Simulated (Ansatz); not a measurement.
System: LiH (rock salt type), 2 atoms in the cell.

```
CELL_PARAMETERS angstrom
0.00000 2.01000 2.01000
2.01000 0.00000 2.01000
2.01000 2.01000 0.00000
ATOMIC_POSITIONS crystal
Li 0.00000 0.00000 0.00000
H 0.50000 0.50000 0.50000
```

Code and potentials: Ansatz all-electron PAW datasets made for this crystal, 200 eV. Settings: k-mesh 6×6×6 Γ-centred; Fermi–Dirac smearing of 0.02 eV; no spin polarisation. For HSE06: exchange singularity: regularized.

Plain PBE gives:

```
Pressure        : -0.34 GPa
Gap on the mesh : 2.99 eV
```

(1) What changes under HSE06 (220 eV)?

(2) What changes under r²SCAN?

## Answers

(1) The pressure decreases by 0.586 GPa to -0.921 GPa; gap on the mesh: not resolved in this run.

(2) The pressure drops by 0.019 GPa to -0.354 GPa; the gap increases by 0.65 eV to 3.64 eV.

The stress includes the program's correction for the finite plane-wave basis.

A gap read on the mesh is an upper bound of this method's gap, since the mesh can miss a band edge. Semilocal functionals give gaps that mostly lie well below measured ones.
